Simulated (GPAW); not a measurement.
**Does Mg15MnO16 (MgO32 Mn1) carry moments in GPAW?**

Wanted: the moments of Mg15MnO16 (MgO32 Mn1) and the energy gained by spin polarisation.

Calculated with GPAW 26.7.0; PBE; plane waves with GPAW's PAW setups, scalar-relativistic.

**1. The starting structure**

It takes space group P4/mmm (No. 123, tetragonal). Conventional cell: a = 8.424 Å, b = 8.424 Å, c = 4.212 Å, α = 90.00°, β = 90.00°, γ = 90.00°. Nearest to Mn lie 6 O at 2.11 Å. Nearest to O lie 5 Mg at 2.11 Å and 1 Mn at 2.11 Å. Nearest to Mg lie 6 O at 2.11 Å. Nearest to O lie 6 Mg at 2.11 Å. Nearest to O lie 4 Mg at 2.11 Å and 2 Mn at 2.11 Å. Nearest to Mg lie 6 O at 2.11 Å. substitutional dopants on the host's lattice, its constants typed without a cited source, atoms not relaxed. Farther neighbours and most contacts between anions are not listed.

The cell is a made-up one and need not be a known phase.

**2. Order 1, typed as ferro +**

Parallel moments need no larger cell; this start tests for a ferromagnetic state only.

order1.py

```python
import json
import numpy as np
from ase import Atoms
from ase.parallel import paropen, parprint
from gpaw import GPAW

atoms = Atoms(['Mn', 'O', 'Mg', 'O', 'Mg', 'O', 'Mg', 'O', 'Mg', 'O', 'Mg', 'O', 'Mg', 'O', 'Mg', 'O', 'Mg', 'O', 'Mg', 'O', 'Mg', 'O', 'Mg', 'O', 'Mg', 'O', 'Mg', 'O', 'Mg', 'O', 'Mg', 'O'],
    cell=[[8.424, 0.0, 0.0],
         [0.0, 8.424, 0.0],
         [0.0, 0.0, 4.212]],
    scaled_positions=[[0.0, 0.0, 0.0],
         [0.25, 0.0, 0.0],
         [0.0, 0.25, 0.5],
         [0.25, 0.25, 0.5],
         [0.25, 0.0, 0.5],
         [0.0, 0.0, 0.5],
         [0.25, 0.25, 0.0],
         [0.0, 0.25, 0.0],
         [0.0, 0.5, 0.0],
         [0.25, 0.5, 0.0],
         [0.0, 0.75, 0.5],
         [0.25, 0.75, 0.5],
         [0.25, 0.5, 0.5],
         [0.0, 0.5, 0.5],
         [0.25, 0.75, 0.0],
         [0.0, 0.75, 0.0],
         [0.5, 0.0, 0.0],
         [0.75, 0.0, 0.0],
         [0.5, 0.25, 0.5],
         [0.75, 0.25, 0.5],
         [0.75, 0.0, 0.5],
         [0.5, 0.0, 0.5],
         [0.75, 0.25, 0.0],
         [0.5, 0.25, 0.0],
         [0.5, 0.5, 0.0],
         [0.75, 0.5, 0.0],
         [0.5, 0.75, 0.5],
         [0.75, 0.75, 0.5],
         [0.75, 0.5, 0.5],
         [0.5, 0.5, 0.5],
         [0.75, 0.75, 0.0],
         [0.5, 0.75, 0.0]],
    pbc=True,
    magmoms=[4.5, 0.0, 0.0, 0.0, 0.0, 0.0, 0.0, 0.0, 0.0, 0.0, 0.0, 0.0, 0.0, 0.0, 0.0, 0.0, 0.0, 0.0, 0.0, 0.0, 0.0, 0.0, 0.0, 0.0, 0.0, 0.0, 0.0, 0.0, 0.0, 0.0, 0.0, 0.0])
atoms.calc = GPAW(mode={'name': 'pw', 'ecut': 600},
    xc='PBE',
    kpts={'size': (3, 3, 6), 'gamma': True},
    occupations={'name': 'fermi-dirac', 'width': 0.05},
    convergence={'density': 1e-05, 'energy': 1e-05},
    maxiter=200,
    mixer={'name': 'pulay', 'beta': 0.05, 'nmaxold': 6, 'weight': 50},
    symmetry={'tolerance': 1e-4},
    txt='order1.txt')
e = atoms.get_potential_energy(force_consistent=True)
res = {'free_energy': e, 'energy_sigma0': atoms.get_potential_energy(), 'fermi_energy': atoms.calc.get_fermi_level()}
res['moments'] = atoms.get_magnetic_moments().tolist()
res['total'] = atoms.get_magnetic_moment()
parprint('site moments (muB):', np.round(res['moments'], 3))
parprint(f"total moment: {res['total']:.3f} muB")
parprint(f'free energy: {e:.6f} eV')
atoms.calc.write('order1.gpw')
with paropen('results.json', 'w') as f:
    json.dump(res, f)
```

On the command line:

```
$ OMP_NUM_THREADS=1 mpirun -n 4 gpaw python order1.py > order1.log
```

Numbers of over 12 decimals in the logs are rounded to 6 here.

Output:

```text
site moments (muB): [ 4.298e+00  4.100e-02 -0.000e+00  0.000e+00 -0.000e+00  7.700e-02
 -0.000e+00  4.100e-02  7.000e-03  2.000e-03 -0.000e+00  0.000e+00
 -0.000e+00  3.000e-03 -0.000e+00  4.100e-02  7.000e-03  4.100e-02
 -0.000e+00  0.000e+00 -0.000e+00  3.000e-03 -0.000e+00  2.000e-03
  0.000e+00  2.000e-03 -0.000e+00  0.000e+00 -0.000e+00  0.000e+00
 -0.000e+00  2.000e-03]
total moment: 5.000 muB
free energy: -198.478819 eV

--- order1.txt ---
Input parameters:
  mode=PW(ecut=600),
  convergence={'density': 1e-05, 'energy': 1e-05},
  kpts=MonkhorstPack(size=(3, 3, 6), gamma=True),
  maxiter=200,
  mixer=Pulay(name='pulay', nmaxold=6, beta=0.05, weight=50, sigma=0.015, g_ss=None),
  occupations=Occupations(name='fermi-dirac', width=0.05),
  symmetry=Symmetry(tolerance=0.0001),
  xc=XC(name='PBE')

Diagonalizing LCAO Hamiltonian
Converting LCAO to pw mode
      .--------------------.
     /|                    |
    / |                    |
   /  |                    |
  /  Mg   O    Mg   O      |
 *  O .--Mg---O----Mg------.
 |Mg O O  Mg MgO  O Mg    /
 O  MgMg O O  Mg MgO     /
 | /                    /
 |/    Mg    O    Mg   /
 Mn---O----Mg----O----*

Atoms  # Å, Bohr magnetons
|    | symbol |        x |        y |        z |    initial magnetic moments |
|----|--------|----------|----------|----------|-----------------------------|
|  0 |     Mn | 0.000000 | 0.000000 | 0.000000 | ( 0.0000,  0.0000,  4.5000) |
|  1 |      O | 2.106000 | 0.000000 | 0.000000 | ( 0.0000,  0.0000,  0.0000) |
|  2 |     Mg | 0.000000 | 2.106000 | 2.106000 | ( 0.0000,  0.0000,  0.0000) |
|  3 |      O | 2.106000 | 2.106000 | 2.106000 | ( 0.0000,  0.0000,  0.0000) |
|  4 |     Mg | 2.106000 | 0.000000 | 2.106000 | ( 0.0000,  0.0000,  0.0000) |
|  5 |      O | 0.000000 | 0.000000 | 2.106000 | ( 0.0000,  0.0000,  0.0000) |
|  6 |     Mg | 2.106000 | 2.106000 | 0.000000 | ( 0.0000,  0.0000,  0.0000) |
|  7 |      O | 0.000000 | 2.106000 | 0.000000 | ( 0.0000,  0.0000,  0.0000) |
|  8 |     Mg | 0.000000 | 4.212000 | 0.000000 | ( 0.0000,  0.0000,  0.0000) |
|  9 |      O | 2.106000 | 4.212000 | 0.000000 | ( 0.0000,  0.0000,  0.0000) |
| 10 |     Mg | 0.000000 | 6.318000 | 2.106000 | ( 0.0000,  0.0000,  0.0000) |
| 11 |      O | 2.106000 | 6.318000 | 2.106000 | ( 0.0000,  0.0000,  0.0000) |
| 12 |     Mg | 2.106000 | 4.212000 | 2.106000 | ( 0.0000,  0.0000,  0.0000) |
| 13 |      O | 0.000000 | 4.212000 | 2.106000 | ( 0.0000,  0.0000,  0.0000) |
| 14 |     Mg | 2.106000 | 6.318000 | 0.000000 | ( 0.0000,  0.0000,  0.0000) |
| 15 |      O | 0.000000 | 6.318000 | 0.000000 | ( 0.0000,  0.0000,  0.0000) |
| 16 |     Mg | 4.212000 | 0.000000 | 0.000000 | ( 0.0000,  0.0000,  0.0000) |
| 17 |      O | 6.318000 | 0.000000 | 0.000000 | ( 0.0000,  0.0000,  0.0000) |
| 18 |     Mg | 4.212000 | 2.106000 | 2.106000 | ( 0.0000,  0.0000,  0.0000) |
| 19 |      O | 6.318000 | 2.106000 | 2.106000 | ( 0.0000,  0.0000,  0.0000) |
| 20 |     Mg | 6.318000 | 0.000000 | 2.106000 | ( 0.0000,  0.0000,  0.0000) |
| 21 |      O | 4.212000 | 0.000000 | 2.106000 | ( 0.0000,  0.0000,  0.0000) |
| 22 |     Mg | 6.318000 | 2.106000 | 0.000000 | ( 0.0000,  0.0000,  0.0000) |
| 23 |      O | 4.212000 | 2.106000 | 0.000000 | ( 0.0000,  0.0000,  0.0000) |
| 24 |     Mg | 4.212000 | 4.212000 | 0.000000 | ( 0.0000,  0.0000,  0.0000) |
| 25 |      O | 6.318000 | 4.212000 | 0.000000 | ( 0.0000,  0.0000,  0.0000) |
| 26 |     Mg | 4.212000 | 6.318000 | 2.106000 | ( 0.0000,  0.0000,  0.0000) |
| 27 |      O | 6.318000 | 6.318000 | 2.106000 | ( 0.0000,  0.0000,  0.0000) |
| 28 |     Mg | 6.318000 | 4.212000 | 2.106000 | ( 0.0000,  0.0000,  0.0000) |
| 29 |      O | 4.212000 | 4.212000 | 2.106000 | ( 0.0000,  0.0000,  0.0000) |
| 30 |     Mg | 6.318000 | 6.318000 | 0.000000 | ( 0.0000,  0.0000,  0.0000) |
| 31 |      O | 4.212000 | 6.318000 | 0.000000 | ( 0.0000,  0.0000,  0.0000) |

Unit cell  # Å
| periodic |        x |        y |        z |  lengths |    angles |
|----------|----------|----------|----------|----------|-----------|
|      yes | 8.424000 | 0.000000 | 0.000000 | 8.424000 | 90.000000 |
|      yes | 0.000000 | 8.424000 | 0.000000 | 8.424000 | 90.000000 |
|      yes | 0.000000 | 0.000000 | 4.212000 | 4.212000 | 90.000000 |

Number of symmetries: 16

BZ-sampling:
  Number of BZ points: 54
  Number of IBZ points: 12

  Monkhorst-Pack size: [3, 3, 6]
  Monkhorst-Pack shift: [0.0, 0.0, 0.083333]

K-points  # in reciprocal-cell coordinates
|     |                                coordinates |     weight |
|-----|--------------------------------------------|------------|
|   0 | (  0.00000000,   0.00000000,   0.00000000) | 0.01851852 |
|   1 | (  0.00000000,   0.00000000,   0.16666667) | 0.03703704 |
|   2 | (  0.00000000,   0.00000000,   0.33333333) | 0.03703704 |
|   3 | (  0.00000000,   0.00000000,   0.50000000) | 0.01851852 |
|   4 | (  0.33333333,   0.00000000,   0.00000000) | 0.07407407 |
|   5 | (  0.33333333,   0.00000000,   0.16666667) | 0.14814815 |
|   6 | (  0.33333333,   0.00000000,   0.33333333) | 0.14814815 |
|   7 | (  0.33333333,   0.00000000,   0.50000000) | 0.07407407 |
|   8 | (  0.33333333,   0.33333333,   0.00000000) | 0.07407407 |
|   9 | (  0.33333333,   0.33333333,   0.16666667) | 0.14814815 |
| ... |                                            |            |
|  11 | (  0.33333333,   0.33333333,   0.50000000) | 0.07407407 |

Plane wave coefficients: 10005
Cutoff: 600.0 eV

Spin-components: 2 (collinear spins)
Bands:           164
Projectors:      161
Spin-degeneracy: 1
Datatype:        complex128

Parallelization:
  kpt:    4
  domain: 1
  band:   1

Density:
  Valence electrons: 261.0
  Components: 2
  Grid points: [48 48 24]
  Charge: 0.0  # |e|

Potential:
  Grid points: [48 48 24]

species:
  Mn:
    name:    Manganese
    Z:       25.0
    valence: 15
    core:    10
    charge:  0.0  # [|e|]
    compensation charges:
      type: gauss
      rc: 0.38  # [Å]
      lmax: 2
    cutoffs:
      filter: 2.14  # [Å]
      core: 0.86  # [Å]
    projectors
    | kind |    occ | energy [eV] | rcut [Å] |
    |------|--------|-------------|----------|
    |   3s |  2.000 |     -85.859 |    1.275 |
    |   4s |  2.000 |      -5.106 |    1.275 |
    |   3p |  6.000 |     -54.597 |    1.281 |
    |   4p |  0.000 |      -1.371 |    1.281 |
    |   3d |  5.000 |      -6.771 |    1.138 |
    |    d |        |      20.441 |    1.138 |

    Using partial waves for Mn as LCAO basis

  O:
    name:    Oxygen
    Z:       8.0
    valence: 6
    core:    2
    charge:  0.0  # [|e|]
    compensation charges:
      type: gauss
      rc: 0.21  # [Å]
      lmax: 2
    cutoffs:
      filter: 1.17  # [Å]
      core: 0.83  # [Å]
    projectors
    | kind |    occ | energy [eV] | rcut [Å] |
    |------|--------|-------------|----------|
    |   2s |  2.000 |     -23.961 |    0.688 |
    |   2p |  4.000 |      -9.029 |    0.598 |
    |    s |        |       3.251 |    0.688 |
    |    p |        |      18.182 |    0.598 |
    |    d |        |       0.000 |    0.619 |

    Using partial waves for O as LCAO basis

  Mg:
    name:    Magnesium
    Z:       12.0
    valence: 10
    core:    2
    charge:  0.0  # [|e|]
    compensation charges:
      type: gauss
      rc: 0.33  # [Å]
      lmax: 2
    cutoffs:
      filter: 1.86  # [Å]
      core: 0.54  # [Å]
    projectors
    | kind |    occ | energy [eV] | rcut [Å] |
    |------|--------|-------------|----------|
    |   2s |  2.000 |     -79.840 |    1.090 |
    |   3s |  2.000 |      -4.705 |    1.090 |
    |   2p |  6.000 |     -46.613 |    1.085 |
    |   3p |  0.000 |      -1.330 |    1.085 |
    |    d |        |       0.000 |    1.037 |

    Using partial waves for Mg as LCAO basis

Reference energy: -145912.398221  # eV

eigensolver:
  PPCG
  Converge bands: occupied
  niter=2

density mixing:
  Pulay-Mixer
  Linear mixing parameters: 0.05
  Old densities: 6
  Fourier metric: weight=50, sigma=0.015

occupation numbers:
  Fermi-Dirac:
    width: 0.0500  # eV

poisson solver:
  ecut: 4800.0  # eV

xc functional:
  name: PBE with 2 nearest neighbor stencil

convergence criteria:
- Maximum integral of absolute [dens]ity change: 1e-05 electrons / valence electron
- Maximum [total energy] change in last 3 cyles: 1e-05 eV / valence electron
- Maximum integral of absolute [eigenst]ate change: 4e-08 eV^2 / valence electron
maximum number of iterations: 200

SCF iterations
|iter     |      energy | eigst |  dens |  magmom |
|---------|-------------|-------|-------|---------|
|iter:   1|       0s | -218.144412 | +0.82 |       |  +4.5078|
|iter:   2|      28s | -212.943654 | -0.39 | -0.97 |  +4.5324|
|iter:   3|      59s | -198.613396 | +0.34 | -1.03 |  +4.6622|
|iter:   4|      91s | -198.641723 | -0.30 | -1.39 |  +4.7428|
|iter:   5|     122s | -198.478239 | -1.47 | -1.49 |  +4.8762|
|iter:   6|     150s | -198.490214 | -2.60 | -1.81 |  +4.8801|
|iter:   7|     179s | -199.239177 | -1.09 | -1.83 |  +4.9818|
|iter:   8|     211s | -198.539961 | -1.17 | -1.78 |  +4.9861|
|iter:   9|     243s | -198.479300 | -1.77 | -2.23 |  +4.9847|
|iter:  10|     274s | -198.504824 | -2.79 | -2.54 |  +4.9852|
|iter:  11|     302s | -198.482332 | -2.74 | -2.41 |  +4.9958|
|iter:  12|     330s | -198.478261 | -2.69 | -2.76 |  +4.9980|
|iter:  13|     359s | -198.478886 | -3.54 | -3.16 |  +4.9989|
|iter:  14|     387s | -198.478908c| -4.98 | -3.18 |  +4.9996|
|iter:  15|     418s | -198.478682c| -4.17 | -3.30 |  +4.9997|
|iter:  16|     449s | -198.478694c| -5.78 | -3.59 |  +4.9997|
|iter:  17|     481s | -198.478737c| -5.57 | -3.62 |  +5.0001|
|iter:  18|     513s | -198.478758c| -5.61 | -3.86 |  +5.0002|
|iter:  19|     544s | -198.478758c| -6.10 | -4.11 |  +5.0000|
|iter:  20|     576s | -198.478760c| -6.24 | -4.27 |  +5.0001|
|iter:  21|     608s | -198.478760c| -7.49c| -4.53 |  +5.0001|
|iter:  22|     639s | -198.478760c| -6.74 | -4.58 |  +5.0001|
|iter:  23|     671s | -198.478760c| -6.61 | -4.66 |  +5.0001|
|iter:  24|     703s | -198.478760c| -7.42c| -4.76 |  +5.0001|
|iter:  25|     718s | -198.478760c| -7.77c| -4.86 |  +5.0000|
|iter:  26|     733s | -198.478760c| -7.52c| -5.02c|  +5.0000|

Converged in 26 steps
Energy contributions relative to reference atoms: (reference = -145912.398221)

Energy contributions:
  Kinetic:         214.885372
  Coulomb:        -177.831057
  Zero:              1.851127
  External:          0.000000
  Xc:             -237.384142
  Entropy:          -0.000118
  Spinorbit:         0.000000
  ----------------------------
  Free energy:    -198.478819
  Extrapolated:   -198.478760

dipole moment: (-149.153249, -149.153249, -145.968029)  # |e|*Ang

Total magnetic moment: (0.000000, 0.000000, 5.000011)

Local magnetic moments
|        x |        y |         z |
|----------|----------|-----------|
| 0.000000 | 0.000000 |  4.297504 |  # Mn   0
| 0.000000 | 0.000000 |  0.040969 |  # O    1
| 0.000000 | 0.000000 | -0.000111 |  # Mg   2
| 0.000000 | 0.000000 |  0.000171 |  # O    3
| 0.000000 | 0.000000 | -0.000111 |  # Mg   4
| 0.000000 | 0.000000 |  0.077267 |  # O    5
| 0.000000 | 0.000000 | -0.000051 |  # Mg   6
| 0.000000 | 0.000000 |  0.040969 |  # O    7
| 0.000000 | 0.000000 |  0.007166 |  # Mg   8
| 0.000000 | 0.000000 |  0.001579 |  # O    9
| 0.000000 | 0.000000 | -0.000111 |  # Mg  10
| 0.000000 | 0.000000 |  0.000171 |  # O   11
| 0.000000 | 0.000000 | -0.000038 |  # Mg  12
| 0.000000 | 0.000000 |  0.003118 |  # O   13
| 0.000000 | 0.000000 | -0.000051 |  # Mg  14
| 0.000000 | 0.000000 |  0.040969 |  # O   15
[...]
| 0.000000 | 0.000000 | -0.000051 |  # Mg  22
| 0.000000 | 0.000000 |  0.001579 |  # O   23
| 0.000000 | 0.000000 |  0.000300 |  # Mg  24
| 0.000000 | 0.000000 |  0.001579 |  # O   25
| 0.000000 | 0.000000 | -0.000038 |  # Mg  26
| 0.000000 | 0.000000 |  0.000171 |  # O   27
| 0.000000 | 0.000000 | -0.000038 |  # Mg  28
| 0.000000 | 0.000000 |  0.000061 |  # O   29
| 0.000000 | 0.000000 | -0.000051 |  # Mg  30
| 0.000000 | 0.000000 |  0.001579 |  # O   31

Fermi level: 9.460
Eigenvalues  # (at kpt = [0.000, 0.000, 0.000])
| band index |      eig [eV] | occ [0-1] |      eig [eV] | occ [0-1] |
|------------|---------------|-----------|---------------|-----------|
|          0 |       -72.611 |     1.000 |       -67.762 |     1.000 |
|        ... |               |           |               |           |
|        123 |         4.336 |     1.000 |         4.354 |     1.000 |
|        124 |         4.336 |     1.000 |         4.354 |     1.000 |
|        125 |         4.965 |     1.000 |         4.998 |     1.000 |
|        126 |         4.965 |     1.000 |         4.999 |     1.000 |
|        127 |         4.966 |     1.000 |         4.999 |     1.000 |
|        128 |         6.201 |     1.000 |         9.807 |     0.001 |
|        129 |         6.201 |     1.000 |         9.933 |     0.000 |
|        130 |         6.530 |     1.000 |         9.933 |     0.000 |
|        131 |         7.137 |     1.000 |        10.288 |     0.000 |
|        132 |         8.233 |     1.000 |        11.155 |     0.000 |
|        133 |         9.708 |     0.007 |        11.652 |     0.000 |
|        134 |        13.047 |     0.000 |        13.112 |     0.000 |
|        135 |        13.076 |     0.000 |        13.112 |     0.000 |
|        136 |        13.076 |     0.000 |        13.292 |     0.000 |
|        137 |        13.221 |     0.000 |        13.511 |     0.000 |
|        ... |               |           |               |           |
|        163 |        18.077 |     0.000 |        18.157 |     0.000 |

Gap: 0.585 eV
Transition (v -> c):
  (s=0, k=3, n=132, [0.00, 0.00, 0.50]) -> (s=0, k=0, n=133, [0.00, 0.00, 0.00])
Direct/indirect transitions are different
Direct gap: 1.251 eV
Transition at: (s=0->1, k=3, n=132, [0.00, 0.00, 0.50])
```

Wall time 13 min (4 MPI ranks of Arm Neoverse V1, shared host); peak memory 2.4 GiB; 53 min of CPU time.

Spin moment in the augmentation sphere by element, in μB:

| element | atoms | mean | spread (r.m.s.) | least | largest |
| --- | --- | --- | --- | --- | --- |
| Mn | 1 | 4.30 | 0.00 | 4.30 | 4.30 |
| O | 16 | 0.02 | 0.02 | 0.00 | 0.08 |
| Mg | 15 | 0.00 | 0.00 | 0.00 | 0.01 |

The atoms farthest from the mean of their element:

| atom | x, y, z (Å) | spin moment in the augmentation sphere (μB) |
| --- | --- | --- |
| O6 | 0.00, 0.00, 2.11 | 0.08 |
| O2 | 2.11, 0.00, 0.00 | 0.04 |
| O8 | 0.00, 2.11, 0.00 | 0.04 |
| O16 | 0.00, 6.32, 0.00 | 0.04 |
| O18 | 6.32, 0.00, 0.00 | 0.04 |
| O30 | 4.21, 4.21, 2.11 | 0.00 |
| O12 | 2.11, 6.32, 2.11 | 0.00 |
| O4 | 2.11, 2.11, 2.11 | 0.00 |

Read from the output:

```yaml
magnetization: 5.000 μB
final_state: ferromagnetic
```

After 26 cycles the largest moment stands at 4.30 μB.

(Part 1 of 2 ends here.)

[Logs and program files are shortened in this print: banners, set-up blocks, solver, clock and traceback lines can be left out without a mark of their own.]

[Logs are printed without paths, hosts, clocks, repeated set-up lines and the standing remarks that a program may print on its own settings, such as how far it seeks lower states.]

[Hosts, paths, dates, database ids (printed as entryN), source tags and the programs' standing remarks are cut or masked in the printed files.]

[Where a cell is said to come from a database of computed structures, the database is the Materials Project.]
